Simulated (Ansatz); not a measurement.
Crystal: InPd.

```
CELL_PARAMETERS angstrom
3.27188 0.00000 0.00000
0.00000 3.27188 0.00000
0.00000 0.00000 3.27188
ATOMIC_POSITIONS crystal
In 0.00000 0.00000 0.00000
Pd 0.50000 0.50000 0.50000
```

The cell comes from a database or a generator and needn't be the stable form of this composition.

Base run:

| Item | Value |
| --- | --- |
| Program | Ansatz 0.2.0 |
| Functional | PBE |
| Potentials or basis | all-electron LAPW, scalar-relativistic |
| Cutoff | 250 eV |
| Density cutoff | 1002 eV |
| Basis error allowed | 0.001 eV/atom |
| k mesh | 8 × 8 × 8 |
| Occupations | fermi-dirac, width 0.05 eV |
| Spin | no spin polarisation |

Its results: pressure 3.6 GPa.

Q: The run is repeated on the same cell with these changes: functional from PBE to LDA. What comes out?

A: Pressure -7.0 GPa.

LDA binds more tightly than PBE, so the same cell stands under less pressure.

Not every run made on this cell is shown here.
